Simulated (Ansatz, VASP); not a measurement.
# SnO in VASP and in Ansatz

INCAR

```
SYSTEM = SnO
PREC = Accurate
ENCUT = 600
EDIFF = 1E-6
ISMEAR = 0
SIGMA = 0.02
LREAL = .FALSE.
LASPH = .TRUE.
NELM = 100
ALGO = Normal
ISIF = 4
LWAVE = .FALSE.
LCHARG = .FALSE.
GGA = PE
IVDW = 12
IBRION = 2
NSW = 50
EDIFFG = -0.01
```

KPOINTS

```
regular mesh
0
G
  8 6 6
  0 0 0
```

File POSCAR:

```
SnO
1.0
    3.2960138974      0.0000000000      0.0000000000
    0.0000000000      5.5735385851      0.0000000000
    0.0000000000      0.0000000000      3.7120882342
Sn O
2 2
Direct
    0.0000000000      0.2406913321      0.5366679138
    0.5000000000      0.7593086679      0.0366679138
    0.0000000000      0.8776309452      0.7133330862
    0.5000000000      0.1223690548      0.2133330862
```

Input for Ansatz:

```yaml
crystal:
  lattice:
    - [3.2960138974, 0.0, 0.0]
    - [0.0, 5.5735385851, 0.0]
    - [0.0, 0.0, 3.7120882342]
  atoms:
    - { symbol: Sn, position: [0.0, 0.2406913321, 0.5366679138] }
    - { symbol: Sn, position: [0.5, 0.7593086679, 0.0366679138] }
    - { symbol: O, position: [0.0, 0.8776309452, 0.7133330862] }
    - { symbol: O, position: [0.5, 0.1223690548, 0.2133330862] }
basis:
  ecutwfc: 420
kpoints:
  mp_grid: { grid: [8, 6, 6] }
hamiltonian:
  xc: pbe
  dispersion: d3bj
scf:
  occupations: { method: gaussian, width: 0.02 }
output:
  forces: true
  stress: true
  eigenvalues: true
relax:
  adjacent_minimum: "off"
  f_tol: 0.01
  max_steps: 30
  cell: { stress_tol: 0.1, fix: [volume] }
```

Alike in both runs: task relaxation of shape and atoms at fixed volume; functional PBE; dispersion D3(BJ); k mesh 8 × 6 × 6; occupations gaussian, width 0.02 eV; no spin polarisation.

|  | VASP | Ansatz |
| --- | --- | --- |
| version | VASP 6.6.1 | Ansatz 0.2.0 |
| potentials or method | VASP PAW PBE potentials, release 64 (Sn_d, O) | scalar-relativistic, plane waves, PAW |
| plane-wave cutoff (eV) | 600 | 420 |
| valence electrons in the cell | 40 | 40 |

VASP gave:

```
gap on the k mesh at the Fermi level, each at its own relaxed structure (eV) : 1.06
relaxed volume (Å³/atom)                                                     : 17.05
relaxed cell length with the largest relative difference (Å)                 : 3.645
energy change over the relaxation (meV/atom)                                 : -6
```

Q: Estimate Ansatz's values.

A: gap on the k mesh at the Fermi level, each at its own relaxed structure (eV): 1.08; relaxed volume (Å³/atom): 17.05; relaxed cell length with the largest relative difference (Å): 3.659; energy change over the relaxation (meV/atom): -4.

Caveats: spin-orbit coupling is left out, which moves the levels of the heavy elements. A k mesh can miss the band edges. A hybrid or GW would open this gap; PBE tends to underestimate it.
